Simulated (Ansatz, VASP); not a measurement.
# Cu in VASP and in Ansatz

Contents of INCAR:

```
ALGO = Normal
EDIFF = 1E-6
ENCUT = 520
GGA = CA
ISIF = 2
ISMEAR = 0
LASPH = True
LCHARG = False
LREAL = False
LWAVE = False
NBANDS = 30
NELM = 100
PREC = Accurate
SIGMA = 0.1
```

Contents of KPOINTS:

```
k-points
0
Gamma
  10 10 3
```

The input POSCAR:

```
Cu
1.0
    2.5307640000      0.0000000000      0.0000000000
   -1.2653820000      2.1917060000      0.0000000000
    0.0000000000      0.0000000000      8.2618150000
Cu
4
Direct
    0.0000000000      0.0000000000      0.0000000000
    0.3333333333      0.6666666667      0.2500000000
    0.0000000000      0.0000000000      0.5000000000
    0.6666666667      0.3333333333      0.7500000000
```

Input for Ansatz:

```yaml
crystal:
  lattice:
    - [2.530764, 0.0, 0.0]
    - [-1.265382, 2.191706, 0.0]
    - [0.0, 0.0, 8.261815]
  atoms:
    - { symbol: Cu, position: [0.0, 0.0, 0.0] }
    - { symbol: Cu, position: [0.3333333333333333, 0.6666666666666666, 0.25] }
    - { symbol: Cu, position: [0.0, 0.0, 0.5] }
    - { symbol: Cu, position: [0.6666666666666666, 0.3333333333333333, 0.75] }
kpoints:
  mp_grid:
    grid: [10, 10, 3]
hamiltonian:
  xc: lda
  pseudopotentials:
    kind: paw
scf:
  occupations:
    method: gaussian
    width: 0.1
output:
  stress: true
```

This isn't the form of Cu at room conditions, which is fcc.

Alike in both runs: task single point; functional LDA; k mesh 10 × 10 × 3; occupations gaussian, width 0.1 eV; no spin polarisation.

```csv
,VASP,Ansatz
version,VASP 6.6.1,Ansatz 0.2.0
potentials or method,"VASP PAW LDA potentials, release 64 (Cu)","plane waves, PAW"
plane-wave cutoff (eV),520,420
valence electrons in the cell,44,76
```

```csv
,VASP,Ansatz,Ansatz less VASP
pressure (GPa),-7.4,-8.2,-0.75
largest component of the traceless stress (GPa),0.79,0.77,-0.024
```

The two sets of potentials don't hold the same shells in valence.
